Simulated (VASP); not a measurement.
Write the native input for VASP 6.6.1 that does the following.

```
Task                   : atomic charges
Functional             : BLYP
Dispersion             : D3
Potentials or basis    : VASP PAW PBE potentials, release 64 (Pt)
Cutoff                 : 520 eV
k mesh                 : 7 × 7 × 7
Occupations            : gaussian, width 0.05 eV
Spin                   : collinear spin, ferromagnetic start
Starting moments       : [0.5, 0.5, 0.5, 0.5] μB
Further INCAR settings : ALGO = Normal; EDIFF = 1e-06
```

The structure of Pt lies in Pt.cif:

```cif
data_Pt
_cell_length_a 3.92180000
_cell_length_b 3.92180000
_cell_length_c 3.92180000
_cell_angle_alpha 90.00000000
_cell_angle_beta 90.00000000
_cell_angle_gamma 90.00000000
_space_group_name_H-M_alt 'Fm-3m'
_space_group_name_Hall '-F 4 2 3'
_space_group_IT_number 225
loop_
_space_group_symop_operation_xyz
'x,y,z'
'-x,-y,-z'
'-y,x,z'
'y,-x,-z'
'-x,-y,z'
'x,y,-z'
'y,-x,z'
'-y,x,-z'
'x,-y,-z'
'-x,y,z'
'-y,-x,-z'
'y,x,z'
'-x,y,-z'
'x,-y,z'
'y,x,-z'
'-y,-x,z'
'z,x,y'
'-z,-x,-y'
'z,-y,x'
'-z,y,-x'
'z,-x,-y'
'-z,x,y'
'z,y,-x'
'-z,-y,x'
'-z,x,-y'
'z,-x,y'
'-z,-y,-x'
'z,y,x'
'-z,-x,y'
'z,x,-y'
'-z,y,x'
'z,-y,-x'
'y,z,x'
'-y,-z,-x'
'x,z,-y'
'-x,-z,y'
'-y,z,-x'
'y,-z,x'
'-x,z,y'
'x,-z,-y'
'-y,-z,x'
'y,z,-x'
'-x,-z,-y'
'x,z,y'
'y,-z,-x'
'-y,z,x'
'x,-z,y'
'-x,z,-y'
'x,y+1/2,z+1/2'
'-x,-y+1/2,-z+1/2'
'-y,x+1/2,z+1/2'
'y,-x+1/2,-z+1/2'
'-x,-y+1/2,z+1/2'
'x,y+1/2,-z+1/2'
'y,-x+1/2,z+1/2'
'-y,x+1/2,-z+1/2'
'x,-y+1/2,-z+1/2'
'-x,y+1/2,z+1/2'
'-y,-x+1/2,-z+1/2'
'y,x+1/2,z+1/2'
'-x,y+1/2,-z+1/2'
'x,-y+1/2,z+1/2'
'y,x+1/2,-z+1/2'
'-y,-x+1/2,z+1/2'
'z,x+1/2,y+1/2'
'-z,-x+1/2,-y+1/2'
'z,-y+1/2,x+1/2'
'-z,y+1/2,-x+1/2'
'z,-x+1/2,-y+1/2'
'-z,x+1/2,y+1/2'
'z,y+1/2,-x+1/2'
'-z,-y+1/2,x+1/2'
'-z,x+1/2,-y+1/2'
'z,-x+1/2,y+1/2'
'-z,-y+1/2,-x+1/2'
'z,y+1/2,x+1/2'
'-z,-x+1/2,y+1/2'
'z,x+1/2,-y+1/2'
'-z,y+1/2,x+1/2'
'z,-y+1/2,-x+1/2'
'y,z+1/2,x+1/2'
'-y,-z+1/2,-x+1/2'
'x,z+1/2,-y+1/2'
'-x,-z+1/2,y+1/2'
'-y,z+1/2,-x+1/2'
'y,-z+1/2,x+1/2'
'-x,z+1/2,y+1/2'
'x,-z+1/2,-y+1/2'
'-y,-z+1/2,x+1/2'
'y,z+1/2,-x+1/2'
'-x,-z+1/2,-y+1/2'
'x,z+1/2,y+1/2'
'y,-z+1/2,-x+1/2'
'-y,z+1/2,x+1/2'
'x,-z+1/2,y+1/2'
'-x,z+1/2,-y+1/2'
'x+1/2,y,z+1/2'
'-x+1/2,-y,-z+1/2'
'-y+1/2,x,z+1/2'
'y+1/2,-x,-z+1/2'
'-x+1/2,-y,z+1/2'
'x+1/2,y,-z+1/2'
'y+1/2,-x,z+1/2'
'-y+1/2,x,-z+1/2'
'x+1/2,-y,-z+1/2'
'-x+1/2,y,z+1/2'
'-y+1/2,-x,-z+1/2'
'y+1/2,x,z+1/2'
'-x+1/2,y,-z+1/2'
'x+1/2,-y,z+1/2'
'y+1/2,x,-z+1/2'
'-y+1/2,-x,z+1/2'
'z+1/2,x,y+1/2'
'-z+1/2,-x,-y+1/2'
'z+1/2,-y,x+1/2'
'-z+1/2,y,-x+1/2'
'z+1/2,-x,-y+1/2'
'-z+1/2,x,y+1/2'
'z+1/2,y,-x+1/2'
'-z+1/2,-y,x+1/2'
'-z+1/2,x,-y+1/2'
'z+1/2,-x,y+1/2'
'-z+1/2,-y,-x+1/2'
'z+1/2,y,x+1/2'
'-z+1/2,-x,y+1/2'
'z+1/2,x,-y+1/2'
'-z+1/2,y,x+1/2'
'z+1/2,-y,-x+1/2'
'y+1/2,z,x+1/2'
'-y+1/2,-z,-x+1/2'
'x+1/2,z,-y+1/2'
'-x+1/2,-z,y+1/2'
'-y+1/2,z,-x+1/2'
'y+1/2,-z,x+1/2'
'-x+1/2,z,y+1/2'
'x+1/2,-z,-y+1/2'
'-y+1/2,-z,x+1/2'
'y+1/2,z,-x+1/2'
'-x+1/2,-z,-y+1/2'
'x+1/2,z,y+1/2'
'y+1/2,-z,-x+1/2'
'-y+1/2,z,x+1/2'
'x+1/2,-z,y+1/2'
'-x+1/2,z,-y+1/2'
'x+1/2,y+1/2,z'
'-x+1/2,-y+1/2,-z'
'-y+1/2,x+1/2,z'
'y+1/2,-x+1/2,-z'
'-x+1/2,-y+1/2,z'
'x+1/2,y+1/2,-z'
'y+1/2,-x+1/2,z'
'-y+1/2,x+1/2,-z'
'x+1/2,-y+1/2,-z'
'-x+1/2,y+1/2,z'
'-y+1/2,-x+1/2,-z'
'y+1/2,x+1/2,z'
'-x+1/2,y+1/2,-z'
'x+1/2,-y+1/2,z'
'y+1/2,x+1/2,-z'
'-y+1/2,-x+1/2,z'
'z+1/2,x+1/2,y'
'-z+1/2,-x+1/2,-y'
'z+1/2,-y+1/2,x'
'-z+1/2,y+1/2,-x'
'z+1/2,-x+1/2,-y'
'-z+1/2,x+1/2,y'
'z+1/2,y+1/2,-x'
'-z+1/2,-y+1/2,x'
'-z+1/2,x+1/2,-y'
'z+1/2,-x+1/2,y'
'-z+1/2,-y+1/2,-x'
'z+1/2,y+1/2,x'
'-z+1/2,-x+1/2,y'
'z+1/2,x+1/2,-y'
'-z+1/2,y+1/2,x'
'z+1/2,-y+1/2,-x'
'y+1/2,z+1/2,x'
'-y+1/2,-z+1/2,-x'
'x+1/2,z+1/2,-y'
'-x+1/2,-z+1/2,y'
'-y+1/2,z+1/2,-x'
'y+1/2,-z+1/2,x'
'-x+1/2,z+1/2,y'
'x+1/2,-z+1/2,-y'
'-y+1/2,-z+1/2,x'
'y+1/2,z+1/2,-x'
'-x+1/2,-z+1/2,-y'
'x+1/2,z+1/2,y'
'y+1/2,-z+1/2,-x'
'-y+1/2,z+1/2,x'
'x+1/2,-z+1/2,y'
'-x+1/2,z+1/2,-y'
loop_
_atom_site_label
_atom_site_type_symbol
_atom_site_symmetry_multiplicity
_atom_site_Wyckoff_symbol
_atom_site_fract_x
_atom_site_fract_y
_atom_site_fract_z
_atom_site_occupancy
Pt1 Pt 4 a 0.0000000000 0.0000000000 0.0000000000 1
```

The structure of Pt lies in POSCAR:

```
Pt
 1.0000000000000000
     3.9218000000000002    0.0000000000000000    0.0000000000000000
     0.0000000000000000    3.9218000000000002    0.0000000000000000
     0.0000000000000000    0.0000000000000000    3.9218000000000002
 Pt 
   4
Cartesian
  0.0000000000000000  0.0000000000000000  0.0000000000000000
  0.0000000000000000  1.9609000000000001  1.9609000000000001
  1.9609000000000001  0.0000000000000000  1.9609000000000001
  1.9609000000000001  1.9609000000000001  0.0000000000000000
```

These files were run (other wordings do the same):

INCAR

```
SYSTEM = Pt
PREC     = Accurate       ! precision mode
ENCUT    = 520            ! plane-wave cutoff, eV
EDIFF    = 1E-6           ! SCF threshold, eV
ISMEAR   = 0              ! smearing method
SIGMA    = 0.05           ! smearing width, eV
LREAL    = .FALSE.        ! projectors in reciprocal space
LASPH    = .TRUE.         ! aspherical terms in the spheres
NELM     = 60             ! most SCF steps
ALGO     = Normal         ! electronic algorithm
ISIF     = 2              ! what is computed and relaxed
LWAVE    = .FALSE.        ! write WAVECAR
LCHARG   = .TRUE.         ! write CHGCAR
ISPIN    = 2              ! spin polarisation
MAGMOM   = 0.5 0.5 0.5 0.5 ! initial moments
LORBIT   = 11             ! projections on sites
LMAXMIX  = 4              ! l up to which the mixer works
GGA      = B5             ! functional
ALDAX    = 1.0          
AGGAX    = 1.0          
AGGAC    = 1.0          
ALDAC    = 0.0          
IVDW     = 11             ! dispersion correction
VDW_S6   = 1.0          
VDW_S8   = 1.682        
VDW_SR   = 1.094        
VDW_SR8  = 1.0          
LELF     = .TRUE.         ! ELF
LVHAR    = .TRUE.
```

KPOINTS

```
Automatic mesh
0
G
  7 7 7
  0 0 0
```

Potentials or basis: VASP PAW PBE potentials, release 64 (Pt).

Launch:

```bash
$ ase convert -i cif -o vasp Pt.cif POSCAR
$ cat potpaw_PBE.64/Pt/POTCAR > POTCAR
$ mpirun -np 1 vasp_std > vasp.out
```

It gave:

* Pressure: 5.2 GPa
* Band gap on the k mesh: none (metal or under the smearing width)
* Net moment: 0.00 μB per cell
* Valence electrons inside the program's atomic spheres: Pt 9.35
* Dispersion energy per atom: -1.494 eV

Caveat: the PAW data sets were made with another functional, which shifts forces and pressure a little; pairwise dispersion overbinds metals, which lowers pressure and volume.

Run time: 72 s on 1 thread of Intel(R) Xeon(R) Platinum 8375C CPU @ 2.90GHz (Ice Lake), on a shared host, peak memory 0.21 GiB.
